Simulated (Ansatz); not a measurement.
Work and stress of cleavage in Co

These are results of DFT PBE, scalar-relativistic, plane waves, PAW (Ansatz), not measurements. Cutoff 420 eV, Γ-centred 27×27×5 k-points, Gaussian smearing of 0.15 eV. Collinear spins, started from moments 1.8, 1.8, 1.8, 1.8, 1.8, 1.8 μB in atom order; the magnetic state may not be the lowest. Energies are free energies at this smearing, counted from the undisturbed cell; pressure is positive in compression.

Zero of the scan (relaxed at this level; with this scan's settings it stands at 0.2 GPa):

```xyz
6
Lattice="-2.4922 0.0000 0.0000 -1.2461 -2.1583 0.0000 0.0000 0.0000 12.1002" Properties=species:S:1:pos:R:3 pbc="T T T"
Co   -1.2461   -0.7194   11.0920
Co   -1.2461   -0.7194    3.0252
Co   -1.2461   -0.7194    7.0586
Co   -2.4922   -1.4389    1.0085
Co   -2.4922   -1.4389    5.0419
Co   -2.4922   -1.4389    9.0753
```

The cut lies on the cell's a–b face, a (0 0 1) plane (indices in the standard cell, whose axes needn't be the Cartesian ones shown) of area 5.38 Å², between layers 2.02 Å apart. Vector c is lengthened by d along the normal with the atoms' Cartesian places fixed: one unrelaxed cut a cell. The traction is positive where the two halves pull on each other.

| d (Å) | energy (J/m²) | traction (GPa) |
| --- | --- | --- |
| -0.30 | 1.10 | -87.7 |
| 0.00 | 0.00 | -0.1 |
| 0.25 | 0.36 | 24.5 |
| 0.50 | 1.08 | 31.2 |
| 1.00 | 2.52 | 24.2 |
| 1.50 | 3.46 | 13.6 |
| 2.00 | 3.95 | 6.8 |
| 3.00 | 4.29 | 1.3 |
| 6.00 | 4.35 | 0.0 |

Problem. What are the work of separation and the cleavage stress, and do they fit the universal binding curve?

Solution. The energy levels off near W ≈ 4.35 J/m² (the traction is down to 0.0 GPa), the energy of the two unrelaxed faces, 2.18 J/m² each on average. The largest sampled traction is 31.2 GPa at d = 0.50 Å, and a parabola through it and its two neighbours peaks at σ_max ≈ 32.0 GPa, d ≈ 0.62 Å. The curve E = W[1 − (1 + d/ℓ)exp(−d/ℓ)] peaks in traction at d = ℓ with σ_max = W/(eℓ); with 1 J/m² per Å = 10 GPa this W and σ_max give ℓ = 0.50 Å. A parabola through that curve at the same three d peaks at 0.59 Å, against 0.62 Å here, a fair fit. Real crystals break at far lower stress, because cracks concentrate it, and on the plane of lowest W, which needn't be this one.

The cut is rigid; relaxing the faces lowers these energies and usually the stresses.

In a metal these slopes depend on the k mesh and the smearing.

Cost: 9 runs of about 16 core-minutes in all, on AMD EPYC 9R45 (Zen 5) (shared hosts).